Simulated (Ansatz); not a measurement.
Ti3SiC2 (MAX-312 type, space group P6_3/mmc)

```
Ti3SiC2
1.0
    3.07276     0.00000     0.00000
   -1.53638     2.66109     0.00000
    0.00000     0.00000    17.72285
Ti Si C
6 2 4
Cartesian
  0.00000   0.00000   0.00000
  0.00000   0.00000   8.86142
  0.00000   1.77406   2.39063
  1.53638   0.88703  11.25205
  1.53638   0.88703  15.33222
  0.00000   1.77406   6.47080
  0.00000   0.00000   4.43071
  0.00000   0.00000  13.29213
  0.00000   1.77406  10.14331
  1.53638   0.88703   1.28188
  1.53638   0.88703   7.57954
  0.00000   1.77406  16.44096
```

The volume is varied about the relaxed value V₀ at fixed cell shape. The atoms relax within the cell's symmetry.

All values below come from PBE (plane waves to 420 eV, PAW, scalar-relativistic; Ansatz, a first-principles code). k mesh 14×14×3 (Γ-centred), Fermi-Dirac smearing 0.05 eV. E stands for the smeared free energy. Stress and pressure are positive under compression. With the shape held, the modulus is that of even scaling; a crystal free to change shape is softer. Ti3SiC2 is run without spin polarisation. Ti3SiC2 was relaxed with its symmetry unable to fall. The zero of ΔE is the relaxed starting cell. The last digit holds for this mesh only.

| V (Å³/atom) | ΔE (meV/atom) |
|---|---|
| 11.352 | 27.8 |
| 11.533 | 15.2 |
| 11.714 | 6.6 |
| 11.895 | 1.6 |
| 12.077 | 0.0 |
| 12.258 | 1.5 |
| 12.439 | 5.9 |
| 12.620 | 13.0 |
| 12.801 | withheld |

Fit a third-order Birch-Murnaghan form (E₀, V₀, B₀, B₀′ free) to the given rows and predict ΔE at V = 12.801.

Least squares on the 8 given rows: ΔE = E₀ + (9V₀B₀/16)·y²·[2 + (B₀′ − 4)y], y = (V₀/V)^(2/3) − 1, with V₀ = 12.077 Å³/atom, B₀ = 184.1 GPa (160.2 GPa = 1 eV/Å³; the term in eV is multiplied by 1000), B₀′ = 4.16, E₀ = -0.01 meV/atom; root-mean-square residual 0.01 meV/atom. At 12.801 the fit gives 22.5 meV/atom; the calculation gives 22.5 meV/atom, the same to the digits shown. For the pressure the fit gives -9.5 GPa against the computed -9.4 GPa.

(Under strain, the slope of the energy per volume gives the stress and its curvature an elastic modulus.)
